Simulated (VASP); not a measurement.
# WSe2 in VASP: settings compared

Aim: see how the results for WSe2 move with the level of theory and the settings. Levels: PBE+D3(BJ), LDA. Tasks: phonons, band structure.

Everything below comes from runs of VASP 6.6.1. Logs are shortened: lines on timing, memory, paths and dates and some standing lists are left out, and cuts for length are marked.

### 1 The structure

The cell holds a slab with vacuum, 6 atoms: a = 3.284 Å, b = 3.284 Å, c = 27.831 Å, α = 90.00°, β = 90.00°, γ = 120.00°.

### 2 Phonons, PBE+D3(BJ)

Input file POSCAR:

```
WSe2
1.0
    3.2843558836      0.0000000000      0.0000000000
   -1.6421779418      2.8443356319      0.0000000000
    0.0000000000      0.0000000000     27.8312600000
  Se              W
     4     2
Direct
     0.3333333300000021    0.6666666699999979    0.3242880098776607
     0.3333333300000021    0.6666666699999979    0.4454742828209763
     0.6666666699999979    0.3333333300000021    0.5545257171790237
     0.6666666699999979    0.3333333300000021    0.6757119901223393
     0.6666666699999979    0.3333333300000021    0.3848919382861701
     0.3333333300000021    0.6666666699999979    0.6151080617138298
```

Input file INCAR.step1:

```
PREC = Accurate ; ENCUT = 600
EDIFF = 1E-8 ; ISMEAR = 0
SIGMA = 0.03 ; LREAL = False
LASPH = True ; NELM = 80
ALGO = Normal ; ISIF = 2
LWAVE = False ; LCHARG = False
GGA = PE ; IVDW = 12
LATTICE_CONSTRAINTS = .TRUE. .TRUE. .FALSE. ; KPAR = 4
IBRION = 2 ; NSW = 40
EDIFFG = -0.002
```

Input file INCAR.step2:

```
PREC = Accurate ; ENCUT = 600
EDIFF = 1E-8 ; ISMEAR = 0
SIGMA = 0.03 ; LREAL = False
LASPH = True ; NELM = 80
ALGO = Normal ; ISIF = 2
LWAVE = False ; LCHARG = False
GGA = PE ; IVDW = 12
LATTICE_CONSTRAINTS = .TRUE. .TRUE. .FALSE. ; KPAR = 4
IBRION = 6 ; NFREE = 2
POTIM = 0.015 ; NSW = 1
```

Input file KPOINTS:

```
regular mesh
0
Gamma
  12 12 1
```

Potentials or basis: VASP PAW PBE potentials, release 64 (Se, W_sv).

Run with:

```bash
$ cat potpaw_PBE.64/Se/POTCAR potpaw_PBE.64/W_sv/POTCAR > POTCAR
$ cp INCAR.step1 INCAR
$ mpirun -np 4 vasp_std > vasp.out
$ cp CONTCAR POSCAR
$ cp INCAR.step2 INCAR
$ mpirun -np 4 vasp_std > vasp.out
```

OUTCAR:

```text
PREC = Accurate
   ENCUT = 600
   EDIFF = 1E-8
   ISMEAR = 0
   LREAL = False
   LASPH = True
   NELM = 80
   ISIF = 2
   GGA = PE
   IVDW = 12
   IBRION = 6
   NFREE = 2
   POTIM = 0.015
   NSW = 1
 IVDW          = 12

 ion  position               nearest neighbor table
   1  0.333  0.667  0.324-   5 2.54   5 2.54   5 2.54
   2  0.333  0.667  0.445-   5 2.54   5 2.54   5 2.54
   3  0.667  0.333  0.555-   6 2.54   6 2.54   6 2.54
   4  0.667  0.333  0.676-   6 2.54   6 2.54   6 2.54
   5  0.667  0.333  0.385-   2 2.54   2 2.54   2 2.54   1 2.54   1 2.54   1 2.54
   6  0.333  0.667  0.615-   3 2.54   3 2.54   3 2.54   4 2.54   4 2.54   4 2.54

  LATTYP: Found a hexagonal cell.
 ALAT       =     3.2843558836
 C/A-ratio  =     8.4738868096

  Lattice vectors:

 A1 = (   3.2843558836,   0.0000000000,   0.0000000000)
 A2 = (  -1.6421779418,   2.8443356319,   0.0000000000)
 A3 = (   0.0000000000,   0.0000000000,  27.8312600000)

Analysis of symmetry for initial positions (statically):
=====================================================================
 Subroutine PRICEL returns:
 Original cell was already a primitive cell.

 Routine SETGRP: Setting up the symmetry group for a
 hexagonal supercell.

 Subroutine GETGRP returns: Found 12 space group operations
 (whereof 12 operations were pure point group operations)
 out of a pool of 24 trial point group operations.

The static configuration has the point symmetry D_3d.

Analysis of symmetry for dynamics (positions and initial velocities):
=====================================================================
 Subroutine PRICEL returns:
 Original cell was already a primitive cell.

 Routine SETGRP: Setting up the symmetry group for a
 hexagonal supercell.

 Subroutine GETGRP returns: Found 12 space group operations
 (whereof 12 operations were pure point group operations)
 out of a pool of 24 trial point group operations.

The dynamic configuration has the point symmetry D_3d.

 Subroutine INISYM returns: Found 12 space group operations
 (whereof 12 operations are pure point group operations),
 and found     1 'primitive' translations

----------------------------------------------------------------------------------------

                                     Primitive cell

  volume of cell :     259.9944

  direct lattice vectors                    reciprocal lattice vectors
     3.284355884  0.000000000  0.000000000     0.304473704  0.175787975  0.000000000
    -1.642177942  2.844335632  0.000000000     0.000000000  0.351575949  0.000000000
     0.000000000  0.000000000 27.831260000     0.000000000  0.000000000  0.035930820

  length of vectors
     3.284355884  3.284355885 27.831260000     0.351575949  0.351575949  0.035930820

  position of ions in fractional coordinates (direct lattice)
     0.333333330  0.666666670  0.324280772
     0.333333330  0.666666670  0.445480757
     0.666666670  0.333333330  0.554519243
     0.666666670  0.333333330  0.675719228
     0.666666670  0.333333330  0.384892251
     0.333333330  0.666666670  0.615107749

  ion indices of the primitive-cell ions
   primitive index   ion index
                 1           1
                 2           2
                 3           3
                 4           4
                 5           5
                 6           6

----------------------------------------------------------------------------------------

 KPOINTS: regular mesh

Automatic generation of k-mesh.
 Grid dimensions read from file:
 generate k-points for:   12   12    1

 Generating k-lattice:

  Cartesian coordinates                     Fractional coordinates (reciprocal lattice)
     0.025372809  0.014648998  0.000000000     0.083333333  0.000000000  0.000000000
     0.000000000  0.029297996  0.000000000     0.000000000  0.083333333  0.000000000
     0.000000000  0.000000000  0.035930820     0.000000000  0.000000000  1.000000000

  Length of vectors
     0.029297996  0.029297996  0.035930820

  Shift w.r.t. Gamma in fractional coordinates (k-lattice)
     0.000000000  0.000000000  0.000000000

 Subroutine IBZKPT returns following result:
 ===========================================

 Found     19 irreducible k-points:

 Following reciprocal coordinates:
            Coordinates               Weight
  0.000000  0.000000  0.000000      1.000000
  0.083333 -0.000000  0.000000      6.000000
  0.166667  0.000000  0.000000      6.000000
  0.250000 -0.000000  0.000000      6.000000
  0.333333 -0.000000  0.000000      6.000000
  0.416667 -0.000000  0.000000      6.000000
[... 11 lines left out ...]
  0.333333  0.250000  0.000000     12.000000
  0.333333  0.333333  0.000000      2.000000
   k-points           NKPTS =     19   k-points in BZ     NKDIM =     19   number of bands    NBANDS=     31
   number of dos      NEDOS =    301   number of ions     NIONS =      6
   total plane-waves  NPLWV = 175616
   dimension x,y,z NGX =    28 NGY =   28 NGZ =  224
   dimension x,y,z NGXF=    56 NGYF=   56 NGZF=  448
   ions per type =               4   2
   NGX,Y,Z   is equivalent  to a cutoff of  14.17, 14.17, 13.38 a.u.
   NGXF,Y,Z  is equivalent  to a cutoff of  28.35, 28.35, 26.76 a.u.
 SYSTEM =  unknown system
   PREC   = accura    normal or accurate (medium, high low for compatibility)
   ISTART =      0    job   : 0-new  1-cont  2-samecut
   ICHARG =      2    charge: 1-file 2-atom 10-const
   ISPIN  =      1    spin polarized calculation?
   LNONCOLLINEAR =      F non collinear calculations
   LSORBIT =      F    spin-orbit coupling
   LASPH  =      T    aspherical Exc in radial PAW
   ENCUT  =  600.0 eV  44.10 Ry    6.64 a.u.   6.56  6.56 55.59*2*pi/ulx,y,z
   NELM   =     80;   NELMIN=  2; NELMDL=  0     # of ELM steps
   EDIFF  = 0.1E-07   stopping-criterion for ELM
   LREAL  =      F    real-space projection
   EDIFFG = 0.1E-06   stopping-criterion for IOM
   NSW    =    109    number of steps for IOM
   IBRION =      6    ionic relax: 0-MD 1-quasi-New 2-CG
   NFREE  =      2    steps in history (QN), initial steepest desc. (CG)
   ISIF   =      2    stress and relaxation
   ISYM   =      2    0-nonsym 1-usesym 2-fastsym
   POTIM  = 0.0150    time-step for ionic-motion
   TEBEG  =    0.0;   TEEND  =   0.0 temperature during run
   PSTRESS=    0.0 pullay stress
   NELECT =      52.0000    total number of electrons
   NUPDOWN=      -1.0000    fix difference up-down
   EMIN   =  10.00;   EMAX   =-10.00  energy-range for DOS
   EFERMI =   0.00;   METHOD = LEGACY
   ISMEAR =     0;   SIGMA  =   0.03  broadening in eV -4-tet -1-fermi 0-gaus
   EFERMI_NEDOS =   21; number of points for ismear=-14 and -15
   IALGO  =     38    algorithm
   IMIX   =      4    mixing-type and parameters
     AMIX     =   0.40;   BMIX     =  1.00
     AMIX_MAG =   1.60;   BMIX_MAG =  1.00
  volume/ion in A,a.u.               =      43.33       292.42
  Fermi-wavevector in a.u.,A,eV,Ry     =   0.957388  1.809201 12.470988  0.916592
  Thomas-Fermi vector in A             =   2.086401
   LORBIT       =      0    0 simple, 1 ext, 2 COOP (PROOUT), +10 PAW based schemes
   GGA     = PE    functional components
   LHFCALC =     F    Hartree Fock is set to
   AEXX    =    0.0000 exact exchange contribution
   IVDW    =    12    specifies the selected vdW correction
   LEPSILON=     F    determine dielectric tensor
   LRPA    =     F    only Hartree local field effects (RPA)
 finite differences with symmetry
 non-spin polarized calculation
 Gauss-broadening in eV      SIGMA  =   0.03
  energy-cutoff  :      600.00
  volume of cell :      259.99
 maximum number of plane-waves:      8799
 NGX is ok and might be reduce to    28
   NGX = 13   NGY = 13   NGZ =111

--------------------------------------- Ionic step        1  -------------------------------------------

 number of electron      52.0000001 magnetization

 Free energy of the ion-electron system (eV)
  ---------------------------------------------------
  ext. energy  EPLUGINS =         0.00000000
  ---------------------------------------------------
  free energy    TOTEN  =       -43.16050166 eV

  energy without entropy =      -43.16050166  energy(sigma->0) =      -43.16050166

------------------------ aborting loop because EDIFF is reached ----------------------------------------

 Edisp (eV)   -2.41736

 E8    (eV) :    -1.1122
[... 117 lines left out ...]
  FREE ENERGIE OF THE ION-ELECTRON SYSTEM (eV)
  ---------------------------------------------------
  free  energy   TOTEN  =       -45.5768690829 eV

  energy  without entropy=      -45.5768690829  energy(sigma->0) =      -45.57686908

[... ionic steps 4 to 10 ...]

--------------------------------------- Ionic step       11  -------------------------------------------

 number of electron      52.0000001 magnetization

------------------------ aborting loop because EDIFF is reached ----------------------------------------
[... 83 lines left out ...]
--------------------------------------- Ionic step       13  -------------------------------------------

 number of electron      52.0000001 magnetization

 Free energy of the ion-electron system (eV)
  ---------------------------------------------------
  ext. energy  EPLUGINS =         0.00000000
  ---------------------------------------------------
  free energy    TOTEN  =       -43.15843084 eV

  energy without entropy =      -43.15843084  energy(sigma->0) =      -43.15843084

 E-fermi :   0.4450     XC(G=0):  -5.3984

 val. band max:        0.2091941403   @ k =   0.0000   0.0000   0.0000
 cond. band min:       1.5051273578   @ k =   0.1667   0.1667   0.0000
 fundamental gap:      1.2959332175
 Fermi energy:         0.4450053583

 k-point     1 :       0.0000    0.0000    0.0000
  band No.  band energies     occupation
      1     -73.9490      2.00000
      2     -73.9355      2.00000
      3     -38.1943      2.00000
      4     -38.1808      2.00000
      5     -38.0602      2.00000
      6     -38.0602      2.00000
[... 672 lines left out ...]
  FREE ENERGIE OF THE ION-ELECTRON SYSTEM (eV)
  ---------------------------------------------------
  free  energy   TOTEN  =       -45.5746245413 eV

  energy  without entropy=      -45.5746245413  energy(sigma->0) =      -45.57462454

 INTERNAL STRAIN TENSORS FROM DISPLACED ATOMS
 ============================================

 INTERNAL STRAIN TENSOR FOR ION    1 for displacements in x,y,z  (eV/Angst):
          X           Y           Z          XY          YZ          ZX
  --------------------------------------------------------------------------------
  x     0.00000     0.00000     0.00000    -3.59044     0.00000    14.21125
  y    -3.59044     3.59044     0.00000     0.00000    14.21126     0.00000
  z    10.75129    10.75129    29.32827     0.00000     0.00000     0.00000

 INTERNAL STRAIN TENSOR FOR ION    6 for displacements in x,y,z  (eV/Angst):
          X           Y           Z          XY          YZ          ZX
  --------------------------------------------------------------------------------
  x     0.00000     0.00000     0.00000    -7.15828     0.00000    -0.25491
  y    -7.15828     7.15828    -0.00000     0.00000    -0.25491     0.00000
  z    -0.03856    -0.03856    -0.24338     0.00000     0.00000     0.00000

 Eigenvectors and eigenvalues of the dynamical matrix
 ----------------------------------------------------

   1 f  =    9.132700 THz    57.382446 2PiTHz  304.634080 cm-1    37.769795 meV
             X         Y         Z           dx          dy          dz
     -0.000000  1.896224  9.025142     0.000000   -0.000000   -0.361171
     -0.000000  1.896224 12.398291     0.000000   -0.000000   -0.377117
      1.642178  0.948112 15.432969     0.000000   -0.000000    0.377117
      1.642178  0.948112 18.806118     0.000000   -0.000000    0.361171
      1.642178  0.948112 10.712036    -0.000000    0.000000    0.476800
     -0.000000  1.896224 17.119224    -0.000000    0.000000   -0.476800
[... 145 lines left out ...]
  18 f/i=    0.000256 THz     0.001606 2PiTHz    0.008525 cm-1     0.001057 meV
             X         Y         Z           dx          dy          dz
     -0.000000  1.896224  9.025142     0.334715    0.058884   -0.000000
     -0.000000  1.896224 12.398291     0.334735    0.058888   -0.000000
      1.642178  0.948112 15.432969     0.334735    0.058888   -0.000000
      1.642178  0.948112 18.806118     0.334715    0.058884   -0.000000
      1.642178  0.948112 10.712036     0.510792    0.089860   -0.000000
     -0.000000  1.896224 17.119224     0.510792    0.089860   -0.000000

 ELASTIC MODULI CONTR FROM IONIC RELAXATION (kBar)
 Direction    XX          YY          ZZ          XY          YZ          ZX
 --------------------------------------------------------------------------------
 XX        -200.2984   -128.9953   -449.8653      0.0000      3.1447     -0.0000
 YY        -128.9953   -200.2984   -449.8653     -0.0000     -3.1447      0.0000
 ZZ        -449.8653   -449.8653  -1266.4843     -0.0000      0.0000      0.0000
 XY           0.0000     -0.0000     -0.0000    -35.6515     -0.0000      3.1447
 YZ           3.1447     -3.1447      0.0000     -0.0000   -611.1586      0.0000
 ZX          -0.0000      0.0000      0.0000      3.1447      0.0000   -611.1579
 --------------------------------------------------------------------------------
```

It took 23 min on 4 MPI ranks of Intel Xeon Platinum 8559C (Emerald Rapids), shared host; peak memory 1.1 GiB.

What came out:

- Highest phonon frequency at Γ, LO-TO splitting left out: 305 cm⁻¹
- Dispersion energy per atom: -0.403 eV

Phonon frequencies in cm⁻¹ (negative: imaginary):
| q point | frequencies |
| --- | --- |
| (0.000, 0.000, 0.000) | 0 0 0 18 18 31 170 170 172 172 242 242 242 242 245 247 304 305 |

The run has no spin-orbit coupling, so splittings on W are missing.

(Part 1 of 3 ends here.)
